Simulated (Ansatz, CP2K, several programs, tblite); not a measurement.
Energy against volume for NaCl (h-MgO type), at fixed shape and fractional coordinates, computed by several methods (PBE and r2SCAN, where shown, with plane waves in Ansatz); the cell shown is that of r2SCAN. With free coordinates or axes held, a curve is too stiff, and on another method's shape its minimum isn't the method's own volume. The symmetry is P6_3/mmc (No. 194, hexagonal); a = 4.721 Å, c = 5.570 Å in the conventional setting, 26.88 Å³ an atom. Around Na lie 5 Cl at 2.73–2.78 Å; around Cl lie 5 Na at 2.73–2.78 Å. Note: simulated data, non-magnetic, for a generated structure that need not be the stable one. Energies count from each curve's lowest point; fits are third-order Birch-Murnaghan.

```cif
data_structure
_symmetry_space_group_name_H-M 'P6_3/mmc'
_symmetry_Int_Tables_number 194
_cell_length_a 4.7211
_cell_length_b 4.7211
_cell_length_c 5.5698
_cell_angle_alpha 90.000
_cell_angle_beta 90.000
_cell_angle_gamma 120.000
_cell_volume 107.51
loop_
_atom_site_label
_atom_site_type_symbol
_atom_site_symmetry_multiplicity
_atom_site_Wyckoff_symbol
_atom_site_fract_x
_atom_site_fract_y
_atom_site_fract_z
_atom_site_occupancy
Na1 Na 2 c 0.33333 0.66667 0.25000 1
Cl1 Cl 2 d 0.66667 0.33333 0.25000 1
```

GFN2-xTB (tblite), on the shape of the cell shown, as a cluster of 32 atoms at the zone centre:
```
V (Å³/atom)  E (meV/atom)
     23.652         32.14
     25.265         11.53
     26.877          1.71
     28.490          0.00
     30.103          4.55
```
V₀ = 28.06 Å³ an atom and B₀ = 11 GPa.

light PBE (260 eV and a coarse mesh), on the shape of the cell shown:

| V (Å³/atom) | E (meV/atom) |
| --- | --- |
| 24.727 | 30.83 |
| 25.802 | 10.16 |
| 26.877 | 0.00 |
| 27.952 | 3.13 |
| 29.027 | 0.66 |
| 30.103 | 4.21 |

The points scatter about the fit by more than 0.3 meV an atom, since at so low a cutoff the number of plane waves jumps with the volume, so no fit is quoted.

PBE/DZVP (CP2K), on the shape of the cell shown:
```csv
V (Å³/atom),E (meV/atom)
23.652,60.50
25.265,18.93
26.877,0.00
28.490,1.03
30.103,7.81
```
The points scatter about the fit by more than 0.3 meV an atom, so no fit is quoted.

GFN1-xTB (tblite), on the shape of the cell shown, as a cluster of 32 atoms at the zone centre:
```tsv
V (Å³/atom)	E (meV/atom)
23.652	0.45
25.265	0.00
26.877	8.38
28.490	23.18
30.103	42.79
```
V₀ = 24.51 Å³ an atom and B₀ = 15 GPa.

PBE/SZV (CP2K), on the shape of the cell shown:
```tsv
V (Å³/atom)	E (meV/atom)
23.652	45.88
25.265	11.52
26.877	0.00
28.490	8.16
30.103	22.49
```
The points scatter about the fit by more than 0.3 meV an atom, so no fit is quoted.
